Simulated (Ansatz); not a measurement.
## Phonon dispersion of Li

The calculation used Ansatz, DFT PBE, scalar-relativistic, plane waves, PAW. Plane waves to 420 eV; Γ-centred k mesh 21×21×12; Fermi-Dirac smearing of 0.15 eV. No spin polarisation. Phonons by linear response, acoustic sum rule imposed.

The cell, relaxed at this level:
```yaml
crystal:
  lattice:
    - [3.05924, 0.00000, 0.00000]
    - [-1.52962, 2.64938, 0.00000]
    - [0.00000, 0.00000, 5.00681]
  atoms:
    - { symbol: Li, position: [0.33333, 0.66667, 0.25000] }
    - { symbol: Li, position: [0.66667, 0.33333, 0.75000] }
```

The cell has the hcp type, in a space group that the Crystallography Open Database lists for this formula; it was reached from a generator's guess. In a metal, frequencies and elastic constants depend on the k mesh and the smearing, soft modes and shear constants most. Some empty bands missed the eigensolver's threshold. The q mesh is coarse, so values between its points are rough.

Force constants from linear response on a 3×3×2 q mesh.

Path: Γ–M–K–Γ–A–L–H–A | L–M | H–K. Only the points of the 3×3×2 mesh were computed; the rest is interpolation, which is rough on so few points. On the mesh no mode is imaginary. Distance along the path (Å⁻¹), then the branches (cm⁻¹, negative for imaginary):
```
0.000  0 0 0 124 124 315
0.148  -10 24 44 132 142 314
0.296  19 49 94 152 180 312
0.445  47 76 145 174 222 309
0.593  75 105 194 195 260 305
0.741  99 132 213 237 290 300
0.889  118 155 228 273 295 310
1.038  130 172 236 291 298 319
1.186  135 178 240 289 310 319
1.271  140 180 241 289 310 318
1.357  153 185 244 287 308 317
1.442  172 194 250 285 306 314
1.528  194 204 257 281 303 309
1.614  216 217 265 275 299 304
1.699  228 239 269 272 295 296
1.785  240 259 260 277 287 289
1.870  251 251 276 277 277 287
2.042  226 250 261 270 287 301
2.213  196 217 238 280 284 309
2.384  162 179 209 261 294 300
2.555  126 137 176 234 275 301
2.726  91 94 138 200 237 307
2.897  51 58 95 164 191 311
3.068  12 28 49 136 147 314
3.240  0 0 0 124 124 315
3.318  12 12 33 123 123 314
3.397  24 24 65 122 122 310
3.475  35 35 97 118 118 303
3.553  46 46 114 114 127 294
3.632  57 57 109 109 156 282
3.710  68 68 102 102 183 267
3.789  78 78 95 95 208 250
3.867  87 87 87 87 230 230
4.015  92 92 104 104 230 230
4.163  106 106 141 141 232 232
4.312  125 125 177 177 238 238
4.460  144 144 196 196 258 258
4.608  162 162 199 199 286 286
4.756  175 175 198 198 311 311
4.905  184 184 196 196 327 327
5.053  186 186 195 195 332 332
5.138  179 179 203 203 332 332
5.224  171 171 216 216 330 330
5.310  163 163 229 229 328 328
5.395  157 157 242 242 326 326
5.481  152 152 254 254 323 323
5.566  149 149 263 263 320 320
5.652  147 147 270 270 319 319
5.737  146 146 272 272 318 318
5.909  148 148 265 265 318 318
6.080  152 152 250 250 312 312
6.251  153 153 233 233 294 294
6.422  146 146 217 217 268 268
6.593  131 131 194 194 243 243
6.764  111 111 154 154 233 233
6.936  94 94 109 109 230 230
7.107  87 87 87 87 230 230
7.107  186 186 195 195 332 332
7.185  176 186 197 207 331 332
7.264  166 179 207 220 330 332
7.342  157 175 216 235 328 330
7.420  150 174 224 249 325 327
7.499  143 175 230 263 323 323
7.577  139 176 235 275 318 321
7.656  136 177 238 285 313 320
7.734  135 178 240 289 310 319
7.734  146 146 272 272 318 318
7.813  150 150 271 273 317 317
7.891  160 160 271 275 315 315
7.970  175 175 272 278 312 312
8.048  193 193 273 280 306 306
8.126  211 211 274 283 300 300
8.205  228 228 275 285 291 291
8.283  243 243 276 282 282 286
8.362  251 251 276 277 277 287
```
